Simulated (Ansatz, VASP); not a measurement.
## ZnO (zincite) in two plane-wave programs

Aim: how closely do two programs agree when they are given the same cell, functional and k mesh? The cell is taken from a series of VASP runs on this material, whose earlier steps may have relaxed, scaled or displaced it; both programs get it as it stands.

Program: Ansatz 0.2.0. Level of theory: plane waves, with VASP 6.6.1 beside it; relaxation of cell and atoms at PBE and relaxation of cell and atoms at PBEsol with D3(BJ). Results are calculated unless marked as measured.

## 1. The starting structure

It takes space group P6_3mc (No. 186, hexagonal). The conventional cell has a = 3.281 Å, b = 3.281 Å, c = 5.257 Å, α = 90.00°, β = 90.00°, γ = 120.00°. Nearest to Zn lie 4 O at 1.99 to 2.00 Å. O has 4 Zn at 1.99 to 2.00 Å nearest. Farther neighbours and most contacts between anions are not listed.

Coordinates:

```cif
data_structure
_symmetry_space_group_name_H-M 'P 1'
_symmetry_Int_Tables_number 1
_cell_length_a 3.2815
_cell_length_b 3.2815
_cell_length_c 5.2573
_cell_angle_alpha 90.000
_cell_angle_beta 90.000
_cell_angle_gamma 120.000
_cell_volume 49.03
loop_
_atom_site_label
_atom_site_type_symbol
_atom_site_fract_x
_atom_site_fract_y
_atom_site_fract_z
_atom_site_occupancy
Zn1 Zn 0.66667 0.33333 0.00000 1
Zn2 Zn 0.33333 0.66667 0.50000 1
O3 O 0.33333 0.66667 0.87901 1
O4 O 0.66667 0.33333 0.37901 1
```

## 2. VASP: relaxation of cell and atoms, PBE

The relaxed volume is the usual yardstick between codes: its relative difference is about their pressure difference at one cell divided by the bulk modulus.

Lines of VASP's logs that name or quote its potential files are left out, and so is its time.

The input, INCAR:

```
SYSTEM = ZnO
PREC = Accurate
ENCUT = 520
EDIFF = 1E-06
NELM = 100
ISMEAR = 0
SIGMA = 0.03
LREAL = .FALSE.
ALGO = Normal
GGA = PE
NBANDS = 24
LORBIT = 11
LWAVE = .FALSE.
LCHARG = .FALSE.
KPAR = 8
IBRION = 2
NSW = 50
ISIF = 3
EDIFFG = -0.006
```

The input, POSCAR:

```
ZnO
1.0
    3.2814814587      0.0000000000      0.0000000000
   -1.6407407294      2.8418463053      0.0000000000
    0.0000000000      0.0000000000      5.2572540255
Zn O
2 2
Direct
    0.6666666667      0.3333333333      0.0000000000
    0.3333333333      0.6666666667      0.5000000000
    0.3333333333      0.6666666667      0.8790100000
    0.6666666667      0.3333333333      0.3790100000
```

The input, KPOINTS:

```
Automatic mesh
0
Gamma
8 8 4
0 0 0
```

The projector-augmented-wave data sets are Zn and O (PBE family, release 64).

Run with:

```bash
$ mpirun -np 8 vasp_std
```

Numbers of over 12 decimals in the logs are rounded to 6 here.

Output:

```text
[banner, memory and clock lines left out]
running    8 mpi-ranks, on    1 nodes
 distrk:  each k-point on    1 cores,    8 groups
 distr:  one band on    1 cores,    1 groups

 POSCAR found type information on POSCAR ZnO
 POSCAR found :  2 types and       4 ions
|                                                                             |
|           W    W    AA    RRRRR   N    N  II  N    N   GGGG   !!!           |
|           W    W   A  A   R    R  NN   N  II  NN   N  G    G  !!!           |
|           W    W  A    A  R    R  N N  N  II  N N  N  G       !!!           |
|           W WW W  AAAAAA  RRRRR   N  N N  II  N  N N  G  GGG   !            |
|           WW  WW  A    A  R   R   N   NN  II  N   NN  G    G                |
|           W    W  A    A  R    R  N    N  II  N    N   GGGG   !!!           |
|                                                                             |
|     For optimal performance we recommend to set                             |
|       NCORE = 2 up to number-of-cores-per-socket                            |
|     NCORE specifies how many cores store one orbital (NPAR=cpu/NCORE).      |
|     This setting can greatly improve the performance of VASP for DFT.       |
|     The default, NCORE=1 might be grossly inefficient on modern             |
|     multi-core architectures or massively parallel machines. Do your        |
|     Unfortunately you need to use the default for GW and RPA                |
|     calculations (for HF NCORE is supported but not extensively tested      |
|     yet).                                                                   |
|                                                                             |

 LDA part: xc-table for (Slater+PW92), standard interpolation
 POSCAR, INCAR and KPOINTS ok, starting setup
 FFT: planning ... GRIDC
 FFT: planning ... GRID_SOFT
 FFT: planning ... GRID
 WAVECAR not read
 entering main loop
       N       E                     dE             d eps       ncg     rms          rms(c)
DAV:   1     0.278517389114E+03    0.27852E+03   -0.18397E+04  1456   0.217E+03
DAV:   2     0.549941721905E+01   -0.27302E+03   -0.25914E+03  1592   0.418E+02
DAV:   3    -0.207011500596E+02   -0.26201E+02   -0.26018E+02  1664   0.136E+02
DAV:   4    -0.210977920605E+02   -0.39664E+00   -0.39643E+00  1616   0.180E+01
DAV:   5    -0.211003015762E+02   -0.25095E-02   -0.25095E-02  1680   0.133E+00    0.142E+01
DAV:   6    -0.177137202032E+02    0.33866E+01   -0.91880E+00  2488   0.676E+01    0.861E+00
DAV:   7    -0.178878189070E+02   -0.17410E+00   -0.27142E+00  1544   0.183E+01    0.513E+00
DAV:   8    -0.179015654783E+02   -0.13747E-01   -0.62176E-01  2032   0.778E+00    0.166E+00
DAV:   9    -0.178498002857E+02    0.51765E-01   -0.12776E-01  2168   0.681E+00    0.313E-01
DAV:  10    -0.178526419632E+02   -0.28417E-02   -0.42453E-02  1456   0.147E+00    0.138E-01
DAV:  11    -0.178526688024E+02   -0.26839E-04   -0.73941E-04  1592   0.263E-01    0.331E-02
DAV:  12    -0.178527027743E+02   -0.33972E-04   -0.82477E-05  1768   0.241E-01    0.224E-02
DAV:  13    -0.178527123644E+02   -0.95901E-05   -0.22968E-05  1768   0.106E-01    0.222E-02
DAV:  14    -0.178527052834E+02    0.70810E-05   -0.17056E-05  1904   0.460E-02    0.344E-03
DAV:  15    -0.178527051987E+02    0.84678E-07   -0.43145E-06  1504   0.177E-02
   1 F= -.17852705E+02 E0= -.17852705E+02  d E =-.178527E+02
[... from here on, the cycles between the ionic steps are left out ...]
   2 F= -.17856298E+02 E0= -.17856298E+02  d E =-.359304E-02
   3 F= -.17857165E+02 E0= -.17857165E+02  d E =-.445946E-02
   4 F= -.17857161E+02 E0= -.17857161E+02  d E =-.445626E-02
   5 F= -.17857233E+02 E0= -.17857233E+02  d E =-.711157E-04
   6 F= -.17857234E+02 E0= -.17857234E+02  d E =-.729515E-04
   7 F= -.17857264E+02 E0= -.17857264E+02  d E =-.293205E-04
   8 F= -.17857287E+02 E0= -.17857287E+02  d E =-.525479E-04
   9 F= -.17857290E+02 E0= -.17857290E+02  d E =-.560028E-04
 curvature:  -1.68 expect dE=-0.381E-04 dE for cont linesearch -0.163E-06
 trial: gam= 0.83179 g(F)=  0.239E-05 g(S)=  0.203E-04 ort =-0.194E-05 (trialstep = 0.120E+01)
 search vector abs. value=  0.463E-04
 bond charge predicted
       N       E                     dE             d eps       ncg     rms          rms(c)
DAV:   1    -0.178574978228E+02   -0.20747E-03   -0.14013E-02  1656   0.127E+00    0.113E-01
DAV:   2    -0.178573278095E+02    0.17001E-03   -0.10398E-03  1832   0.543E-01    0.439E-02
DAV:   3    -0.178573057439E+02    0.22066E-04   -0.20128E-05  2032   0.954E-02    0.251E-02
DAV:   4    -0.178572972737E+02    0.84702E-05   -0.13387E-05  1880   0.418E-02    0.334E-03
DAV:   5    -0.178572973243E+02   -0.50561E-07   -0.21167E-06   968   0.144E-02
  10 F= -.17857297E+02 E0= -.17857297E+02  d E =-.690913E-05
 trial-energy change:   -0.000007  1 .order   -0.000012   -0.000025    0.000002
 step:   0.8548(harm=  1.1064)  dis= 0.00051  next Energy=   -17.857298 (dE=-0.733E-05)
 reached required accuracy - stopping structural energy minimisation
```

From OUTCAR (step 2):

```text
ion  position               nearest neighbor table
   1  0.667  0.333  0.000-   4 1.99   3 2.00   3 2.00   3 2.00
   2  0.333  0.667  0.500-   3 1.99   4 2.00   4 2.00   4 2.00
   3  0.333  0.667  0.879-   2 1.99   1 2.00   1 2.00   1 2.00
   4  0.667  0.333  0.379-   1 1.99   2 2.00   2 2.00   2 2.00

  LATTYP: Found a hexagonal cell.
 ALAT       =     3.2814814587
 C/A-ratio  =     1.6020977390

 Subroutine GETGRP returns: Found 12 space group operations
 (whereof  6 operations were pure point group operations)

The static configuration has the point symmetry C_3v.
 The point group associated with its full space group is C_6v.

 Found     30 irreducible k-points:

   k-points           NKPTS =     30   k-points in BZ     NKDIM =     30   number of bands    NBANDS=     24

   dimension x,y,z NGX =    24 NGY =   24 NGZ =   40
   dimension x,y,z NGXF=    48 NGYF=   48 NGZF=   80

   ENCUT  =  520.0 eV  38.22 Ry    6.18 a.u.   6.10  6.10  9.78*2*pi/ulx,y,z

   NELECT =      36.0000    total number of electrons

 k-points in reciprocal lattice and weights: Automatic mesh
   0.00000000  0.00000000  0.00000000       0.004
   0.12500000  0.00000000  0.00000000       0.023
   0.25000000  0.00000000  0.00000000       0.023
   0.37500000  0.00000000  0.00000000       0.023
   0.50000000  0.00000000  0.00000000       0.012
   0.12500000  0.12500000  0.00000000       0.023
   0.25000000  0.12500000  0.00000000       0.047
   0.37500000  0.12500000  0.00000000       0.047
   0.25000000  0.25000000  0.00000000       0.023
[...]
0.25000000  0.25000000  0.50000000       0.023
   0.37500000  0.25000000  0.50000000       0.023

 average (electrostatic) potential at core
       1 -36.1238       2 -36.1238       3 -73.3791       4 -73.3791

 E-fermi :   1.0057

 k-point     1 :       0.0000    0.0000    0.0000
  band No.  band energies     occupation
    ...
     14       0.0909      2.00000
     15       0.0909      2.00000
     16       0.7604      2.00000
     17       0.8363      2.00000
     18       0.8363      2.00000
     19       1.5514      0.00000
     20       5.9019      0.00000
     21       8.8808      0.00000
     22      13.5270      0.00000
     23      13.5270      0.00000
    ...

 k-point     2 :       0.1250    0.0000    0.0000
  band No.  band energies     occupation
    ...
     14      -0.4480      2.00000
     15      -0.1027      2.00000
     16       0.0288      2.00000
     17       0.6624      2.00000
     18       0.7323      2.00000
     19       2.5630      0.00000
     20       6.5027      0.00000
     21       8.8861      0.00000
     22      12.1622      0.00000
     23      13.6592      0.00000
    ...

 k-point     3 :       0.2500    0.0000    0.0000
  band No.  band energies     occupation
    ...
     14      -1.5683      2.00000
     15      -0.8575      2.00000
     16      -0.5702      2.00000
     17       0.3600      2.00000
     18       0.4659      2.00000
     19       3.9930      0.00000
     20       7.6530      0.00000
     21       8.8696      0.00000
     22      10.3358      0.00000
     23      12.1840      0.00000
    ...

  Total       -0.0036769     -0.0036769     -0.0071669      0.0000000      0.0000000      0.0000000
  in kB       -0.1186482     -0.1186482     -0.2312644      0.0000000      0.0000000      0.0000000
  external PRESSURE =      -0.1561869 kB  Pullay stress =       0.0000000 kB

  energy-cutoff  :      520.00
  volume of cell :       49.65
      direct lattice vectors                 reciprocal lattice vectors
     3.286917053 -0.000000000 -0.000000000     0.304236457  0.175651001  0.000000000
    -1.643458526  2.846553668  0.000000000     0.000000000  0.351302001  0.000000000
     0.000000000 -0.000000000  5.306702196     0.000000000 -0.000000000  0.188440949

 POSITION                                       TOTAL-FORCE (eV/Angst)
 -----------------------------------------------------------------------------------
      1.64346      0.94885      0.00019        -0.000000      0.000000     -0.001573
     -0.00000      1.89770      2.65354         0.000000     -0.000000     -0.001573
     -0.00000      1.89770      4.66446         0.000000     -0.000000      0.001573
      1.64346      0.94885      2.01110         0.000000      0.000000      0.001573
 -----------------------------------------------------------------------------------
    total drift:                               -0.000001     -0.000001     -0.000972

  FREE ENERGIE OF THE ION-ELECTRON SYSTEM (eV)
  ---------------------------------------------------
  free  energy   TOTEN  =       -17.8572973243 eV

  energy  without entropy=      -17.8572973243  energy(sigma->0) =      -17.85729732

 reached required accuracy - stopping structural energy minimisation

 total charge
# of ion       s       p       d       tot
------------------------------------------
    1        0.446   0.452   9.890  10.789
    2        0.446   0.452   9.890  10.789
    3        1.551   3.436   0.000   4.986
    4        1.551   3.436   0.000   4.986
--------------------------------------------------
tot          3.994   7.776  19.780  31.550

[... 3 further parts left out ...]
```

The gap is read on the k-mesh alone, so it is an upper bound where the band edges lie off the mesh. The run keeps the 12 symmetry operations of its start, so it cannot find a distortion of lower symmetry.

## 3. Ansatz: relaxation of cell and atoms, PBE

Ansatz runs on its default PAW (the set named soft_2) files.

The same cell, functional, mesh and smearing now go to Ansatz, which takes its cutoff from its data sets.

The input, input.yaml:

```yaml
crystal:
  lattice:
    - [3.2814814587, 0.0, 0.0]
    - [-1.6407407294, 2.8418463053, 0.0]
    - [0.0, 0.0, 5.2572540255]
  atoms:
    - { symbol: Zn, position: [0.6666666667, 0.3333333333, 0.0] }
    - { symbol: Zn, position: [0.3333333333, 0.6666666667, 0.5] }
    - { symbol: O, position: [0.3333333333, 0.6666666667, 0.87901] }
    - { symbol: O, position: [0.6666666667, 0.3333333333, 0.37901] }
hamiltonian:
  xc: pbe
  pseudopotentials: { kind: paw }
kpoints:
  mp_grid: { grid: [8, 8, 4] }
scf:
  occupations: { method: gaussian, width: 0.03 }
relax:
  f_tol: 0.01
  max_steps: 60
  cell: { stress_tol: 0.05 }
output:
  forces: true
  stress: true
```

Run with:

```bash
$ ansatz run input.yaml --threads 4 --pin off --max-ram 9216MiB --backend cpu --events-out ev --progress --plain --runs-dir out
```

Output:

```text
Engine: ansatz 0.2.0, aarch64-unknown-linux-gnu
Pseudopotentials: kind: paw
Pseudopotential: Zn, paw, valence charge 12, recommended cutoff 420 eV (normal), Zn.paw.azcp
Pseudopotential: O, paw, valence charge 6, recommended cutoff 420 eV (normal), O.paw.azcp
Functional definition: PBE
  parameter kappa = 0.804
  parameter beta = 0.066725
  exchange = pbe_x(kappa = kappa, mu = beta*pi^2/3)
  correlation = pbe_c(beta = beta)
Crystal: 4 atoms, lattice volume = 49.026 Å³
Basis set: ecut = 420 eV, 977 PW (Γ), exchange–correlation on 48×48×72 points (8 copies of the dense FFT grid, shifted against one another)
Bands: 22, of which v1, the nominal top of the filled ones, is band 18 counted from 1 (17 counted from 0)
Symmetry: 12 space group operations
Space group: P63mc (ITA 186), of the structure as read, at distance tolerance 3.7e-5 Å
k-points: 30 of 256 (time reversal used)
Non-local potential: Zn, projectors of the file, l = 0: 2, l = 1: 2, l = 2: 3, l = 3: 1
Non-local potential: O, projectors of the file, l = 0: 2, l = 1: 2, l = 2: 1
PAW form: soft (Blöchl's): semilocal exchange-correlation on the pseudo side does not see the compensation charge
PAW one-centre angular grid: Zn, 590 points (default); XC on 64 Gauss nodes
PAW one-centre angular grid: O, 110 points (default); XC on 64 Gauss nodes
Initial density: superposition of atomic densities (neutral atoms: chi_scale 0, normalization atom), corrected by the library's trained network
Initial wavefunctions: pseudopotential atomic-orbital guess
Functional: x = pbe(κ = 0.804, μ = 0.219515), c = pbe(β = 0.066725)
SCF iter   1: F=—  HF=-7773.688993 eV  |F-HF|=—  |Δ(HF+E_count)|=         —  Δρ=6.22e-4  dr2=5.94e-5  ethr=1.77e-3  ⟨swp⟩=6.0  Hψ=2925  notcnv=0
preconditioner: auto → Resta (q_TF=auto, 2.591 Å⁻¹)  ε∞=7.5  [insulator: Δε(μ)=0.762 eV  Ē_g=12.491 eV  σ=0.030 eV  W_gap=1.00  n_scr=22 (ndim 8)  ℏωp=31.8 eV  f_vac=0.042  D(μ)=0.00/eV (n_scr^D=0)  ε∞_Penn≈7.5]
SCF iter   2: F=—  HF=-7773.690397 eV  |F-HF|=—  |Δ(HF+E_count)|=   1.40e-3  Δρ=4.16e-4  dr2=2.85e-5  ethr=1.65e-7  ⟨swp⟩=3.0  Hψ=1794  notcnv=0
SCF iter   3: F=—  HF=-7773.690462 eV  |F-HF|=—  |Δ(HF+E_count)|=   6.50e-5  Δρ=2.46e-4  dr2=1.26e-5  ethr=7.91e-8  ⟨swp⟩=2.0  Hψ=1140  notcnv=0
SCF iter   4: F=—  HF=-7773.690512 eV  |F-HF|=—  |Δ(HF+E_count)|=   4.97e-5  Δρ=6.37e-5  dr2=1.20e-6  ethr=3.51e-8  ⟨swp⟩=2.0  Hψ=1142  notcnv=0
SCF iter   5: F=—  HF=-7773.690514 eV  |F-HF|=—  |Δ(HF+E_count)|=   2.46e-6  Δρ=1.92e-5  dr2=1.23e-7  ethr=3.34e-9  ⟨swp⟩=2.0  Hψ=1151  notcnv=0
SCF iter   6: F=-7773.690515 eV  HF=-7773.690515 eV  |F-HF|=6.82e-9  |Δ(HF+E_count)|=   3.81e-7  Δρ=1.45e-5  dr2=8.02e-8  ethr=2.78e-10  ⟨swp⟩=4.2  Hψ=2426  notcnv=0
SCF 1 converged in 6 iterations: F = -7773.690515 eV  dr2 = 8.02e-8
  greatest PAW one-centre occupation: 0.987 electrons in one spin orbital (limit 2), on the Zn atom at site 1 (counted from 0), in its partial waves of l = 2
relax step   1: F+E_penalty+E_count = -7773.69051455 eV  Δ(F+E_penalty+E_count) = +0.000e0 eV  max|allowed force component| = 5.985e-2 eV/Å  Δτ_max = 0.0000 Å  P = +0.743 GPa  Ω = 49.026 Å³  (6 SCF iters, dr2 threshold 1.00e-7 eV, accepted)
[...]
relax step   2: F+E_penalty+E_count = -7773.69112408 eV  Δ(F+E_penalty+E_count) = -6.095e-4 eV  max|allowed force component| = 4.153e-2 eV/Å  Δτ_max = 0.0013 Å  P = +0.328 GPa  Ω = 49.173 Å³  energy of the carried Pulay correction = -6.542e-4 eV  (5 SCF iters, dr2 threshold 4.00e-7 eV, accepted)
[...]
relax step   3: F+E_penalty+E_count = -7773.69104598 eV  Δ(F+E_penalty+E_count) = +7.810e-5 eV  max|allowed force component| = 1.781e-2 eV/Å  Δτ_max = 0.0002 Å  P = +0.012 GPa  Ω = 49.286 Å³  energy of the carried Pulay correction = -1.158e-3 eV  (5 SCF iters, dr2 threshold 4.00e-7 eV, accepted)
[...]
relax step   4: F+E_penalty+E_count = -7773.69109866 eV  Δ(F+E_penalty+E_count) = -5.268e-5 eV  max|allowed force component| = 1.262e-3 eV/Å  Δτ_max = 0.0024 Å  P = +0.004 GPa  Ω = 49.290 Å³  energy of the carried Pulay correction = -1.172e-3 eV  (5 SCF iters, dr2 threshold 1.98e-8 eV, accepted)
[...]
relax step   5: F+E_penalty+E_count = -7773.69237300 eV  Δ(F+E_penalty+E_count) = -1.274e-3 eV  max|allowed force component| = 1.077e-3 eV/Å  Δτ_max = 0.0000 Å  P = +0.042 GPa  Ω = 49.290 Å³  stress off target by 7.96e-2 GPa  SCF on the basis re-selected at this cell (its energy is not comparable with the rows above)  (6 SCF iters)
[...]
relax step   6: F+E_penalty+E_count = -7773.69231291 eV  Δ(F+E_penalty+E_count) = +6.009e-5 eV  max|allowed force component| = 1.226e-5 eV/Å  Δτ_max = 0.0005 Å  P = +0.002 GPa  Ω = 49.305 Å³  energy of the carried Pulay correction = -6.668e-5 eV  (5 SCF iters, dr2 threshold 1.58e-8 eV, accepted)
[...]
relax step   7: F+E_penalty+E_count = -7773.69233918 eV  Δ(F+E_penalty+E_count) = -2.627e-5 eV  max|allowed force component| = 7.886e-6 eV/Å  Δτ_max = 0.0000 Å  P = +0.003 GPa  Ω = 49.305 Å³  stress off target by 8.63e-3 GPa  SCF on the basis re-selected at this cell (its energy is not comparable with the rows above)  (6 SCF iters)
basis re-selected at this cell: Δ(F+E_penalty+E_count) = -2.627e-5 eV, ΔP = +0.002 GPa vs the last step (what re-selecting the basis moved, of the pressure what is left beyond the Pulay correction that the steps carried, after the strain that the cell walked since its last selection, with what the two solves' SCF thresholds leave and, on support functions, any second-order correction that the steps lacked; it is no m [...]
SCF converged after 6 iterations
Free energy (F): -7773.692339 eV
Harris-Foulkes:  -7773.692339 eV  (|F-HF|=4.09e-11)
Internal energy: -7773.692339 eV  (E = F + TS)
E sigma→0 (E₀):  -7773.692339 eV
Fermi energy:    7.080817 eV
--- Per-component energies (eV) ---
  E_band       = 50.907112
  E_kinetic    = 610.043208
  E_local      = -4056.127999  (includes V_loc(G=0)·N_el)
  E_nonlocal   = 1335.262795
  E_hartree    = 1665.328294
  E_xc         = -419.298467
  E_vxc        = -288.959930  (∫ρ·V_xc dr)
  E_paw        = -3980.694089  (= ΣΔE_a)
  E_vpaw       = -879.971994  (= ΣTr[D̂ρ^β])
  E_aug_tail   = 0.004161  (compensation charges beyond the density's cutoff)
  E_ewald      = -2928.210241
  E_smearing   = -0.000000  (= −TS)
  E_closure    = 0.000000  (closes the sum)
  Σ components = -7773.692339   (vs F -7773.692339, Δ=0.00e0)
--- Forces (eV/Å), atoms counted from 1 ---
  atom   1  Zn     0.00000000    -0.00000000     0.00000791
  atom   2  Zn     0.00000000     0.00000000     0.00000791
  atom   3  O     -0.00000000    -0.00000000    -0.00000786
  atom   4  O      0.00000000     0.00000000    -0.00000786
  max |Σ_I F_I| component: 1.06e-7 eV/Å
--- Stress (GPa, compression-positive) ---
        0.000904       0.000000      -0.000000
        0.000000       0.000904      -0.000000
       -0.000000      -0.000000       0.008626
  P = ⅓ Tr σ = 0.0035 GPa (0.035 kbar)
--- Relaxed structure (5 steps of the walk, 5 accepted, 2 SCFs on fresh bases) ---
  F+E_penalty+E_count = -7773.69233918 eV   max|allowed force component| = 7.886e-6 eV/Å   (the final SCF, on the basis selected at the relaxed cell)
  cell:  # Å, volume = 49.3046 Å³
    - [3.279642, 2.885133466437747e-11, -2.7142536679617562e-18]
    - [-1.639821, 2.840253, 1.3787047196339955e-18]
    - [-4.348499664456022e-18, 0, 5.293029]
  atoms:
    - { symbol: Zn, position: [0.666667, 0.333333, -5.998774042560523e-5] }
    - { symbol: Zn, position: [0.333333, 0.666667, 0.499940] }
    - { symbol: O, position: [0.333333, 0.666667, 0.879070] }
    - { symbol: O, position: [0.666667, 0.333333, 0.379070] }
```

Run time: 7.1 s. Hardware: 4 threads of Arm Neoverse V1, shared host; peak memory 0.3 GiB.

(Part 1 of 2 ends here.)

[Lines on the potential files, build, host, timing and source positions are cut from VASP's logs without a mark.]

[Logs are printed without paths, hosts, clocks, repeated set-up lines and the standing remarks that a program may print on its own settings, such as how far it seeks lower states.]

[Hosts, paths, dates, database ids (printed as entryN), source tags and the programs' standing remarks are cut or masked in the printed files.]
